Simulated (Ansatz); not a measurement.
PtSe2 (Sudovikovite):

```
CELL_PARAMETERS angstrom
3.72400 0.00000 0.00000
-1.86200 3.22508 0.00000
0.00000 0.00000 5.06200
ATOMIC_POSITIONS crystal
Pt 0.00000 0.00000 0.00000
Se 0.66667 0.33333 0.75000
Se 0.33333 0.66667 0.25000
```

| Quantity | Value |
| --- | --- |
| Program | Ansatz 0.2.0 |
| Task | relaxation of cell and atoms |
| Functional | PBEsol |
| Potentials or basis | JTH PAW |
| Cutoff | 750 eV (not typed: the program's choice for these potentials) |
| k mesh | 8 × 8 × 5 |
| Occupations | fermi-dirac, width 0.05 eV |
| Spin | no spin polarisation |

At the start: volume 20.27 Å³/atom.

Task: How do energy, volume and symmetry change on relaxing?

Result: It ends after 6 steps and the volume is 19.78 Å³/atom (-2.4 %); space group P-3m1 (No. 164, to 0.05 Å).

Step by step:
```csv
step,energy change (eV),largest force (eV/Å),volume (Å³)
1,0.0000,0.4465,60.80
2,-0.0193,0.3449,59.86
3,-0.0314,0.0455,60.03
4,-0.0331,0.0076,59.28
5,-0.0331,0.0007,59.35
6,-0.0330,0.0008,59.35
```

Final structure:
```
CELL_PARAMETERS angstrom
3.76365 0.00000 0.00000
-1.88182 3.25941 0.00000
0.00000 0.00000 4.83793
ATOMIC_POSITIONS crystal
Pt 0.00000 0.00000 0.00000
Se 0.66667 0.33333 0.73616
Se 0.33333 0.66667 0.26384
```

Caveat: the plane-wave basis is chosen anew once the cell has moved, so the energies of steps on either side of that aren't comparable.
